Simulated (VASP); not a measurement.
Input of a VASP 6.6.1 run:

Contents of INCAR:

```
SYSTEM = BP
PREC     = Accurate       ! precision mode
ENCUT    = 600            ! plane-wave cutoff, eV
EDIFF    = 1E-6           ! SCF threshold, eV
ISMEAR   = 0              ! smearing method
SIGMA    = 0.03           ! smearing width, eV
LREAL    = .False.        ! projectors in reciprocal space
LASPH    = .True.         ! aspherical terms in the spheres
NELM     = 80             ! most SCF steps
ALGO     = Normal         ! electronic algorithm
ISIF     = 3              ! what is computed and relaxed
LWAVE    = .False.        ! write WAVECAR
LCHARG   = .False.        ! write CHGCAR
GGA      = PS             ! functional
IBRION   = 2              ! ionic algorithm
NSW      = 90             ! ionic steps
EDIFFG   = -0.01          ! ionic threshold
```

File KPOINTS:

```
Automatic mesh
0
Gamma
  10 10 10
  0 0 0
```

The input POSCAR:

```
BP
1.0
    0.0000000000      2.2690000000      2.2690000000
    2.2690000000      0.0000000000      2.2690000000
    2.2690000000      2.2690000000      0.0000000000
B P
1 1
Direct
    0.0000000000      0.0000000000      0.0000000000
    0.2500000000      0.2500000000      0.2500000000
```

Potentials or basis: VASP PAW PBE potentials, release 64 (B, P).

Launch:

```bash
$ cat potpaw_PBE.64/B/POTCAR potpaw_PBE.64/P/POTCAR > POTCAR
$ mpirun -np 1 vasp_std > vasp.out
```

Predict the band gap on the k mesh.

1.12 eV, indirect (least direct gap 3.37 eV).

Predict the space group after relaxing (to 0.05 Å).

F-43m (No. 216).

Estimate the relaxed volume.

11.55 Å³/atom.

Final structure:
```yaml
crystal:
  lattice:
    - [0.00000, 2.26055, 2.26055]
    - [2.26055, 0.00000, 2.26055]
    - [2.26055, 2.26055, 0.00000]
  atoms:
    - { symbol: B, position: [0.00000, 0.00000, 0.00000] }
    - { symbol: P, position: [0.25000, 0.25000, 0.25000] }
```

Caveat: the PAW data sets were made with another functional, which shifts forces and pressure a little. As with any semilocal functional, this PBEsol gap is likely too small.
